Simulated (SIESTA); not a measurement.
PtS2:

```xyz
3
Lattice="3.5432 0.0000 0.0000 -1.7716 3.0685 0.0000 0.0000 0.0000 5.0388" Properties=species:S:1:pos:R:3 pbc="T T T"
Pt    0.0000    0.0000    0.0000
S     1.7716    1.0228    3.8950
S     0.0000    2.0457    1.1438
```

Base run:

```yaml
Program: SIESTA 5.4.2
Functional: PBE
Potentials_or_basis: PseudoDojo 0.4 standard (PBE files)
Basis: DZP (energy shift 0.003 Ry; two zetas on semicore shells)
Grid_cutoff: 800 Ry
Energy_shift: 0.003 Ry
k_mesh: 9 × 9 × 5
Occupations: fermi-dirac, width 0.05 eV
Spin: no spin polarisation
```

Its results: band gap on the k mesh 0.97 eV, indirect (least direct gap 1.01 eV); pressure 14.7 GPa; largest force 1.916 eV/Å.

The run is repeated on the same cell with these changes: functional from PBE to vdW-DF-cx. What comes out?

Band gap on the k mesh 0.93 eV, indirect (least direct gap 0.97 eV); pressure 11.4 GPa; largest force 1.927 eV/Å.

Caveats: short orbitals over semicore shells can move pressures by several GPa; spin-orbit coupling is left out, which moves the levels of the heavy elements; the basis of atomic orbitals isn't converged, which shifts pressures, moduli and gaps; forces of over 1 eV/Å show positions far from the minimum, so gaps and moduli don't describe the material at rest (some runs); the potentials were made for another functional, which shifts forces and pressure (some runs).
